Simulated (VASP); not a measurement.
Crystal: SrTe.

```
Te Sr
1.0
     0.00000    3.30760    3.30760
     3.30760    0.00000    3.30760
     3.30760    3.30760    0.00000
Te Sr
1 1
Direct
  0.50000 0.50000 0.50000
  0.00000 0.00000 0.00000
```

The cell was built by a generator and needn't be a form met in nature.

Base run:

```yaml
Program: VASP 6.6.1
Functional: HSE06
Potentials_or_basis: VASP PAW PBE potentials, release 64 (Te, Sr_sv)
Cutoff: 520 eV
k_mesh: 4 × 4 × 4
Occupations: gaussian, width 0.03 eV
Spin: no spin polarisation
```

Its results: band gap on the k mesh 2.40 eV, indirect (least direct gap 3.24 eV); pressure 1.4 GPa.

Q: The run is repeated on the same cell with these changes: functional from HSE06 to PBEsol; further incar settings from ALGO = Normal; EDIFF = 1e-06; NBANDS = 15 to ALGO = Fast; EDIFF = 1e-06; NBANDS = 15. What comes out?

A: Band gap on the k mesh 1.54 eV, indirect (least direct gap 2.31 eV); pressure 0.1 GPa.

Caveats: the PAW data sets were made with another functional, which shifts forces and pressure a little; spin-orbit coupling is left out, which moves the levels of the heavy elements.
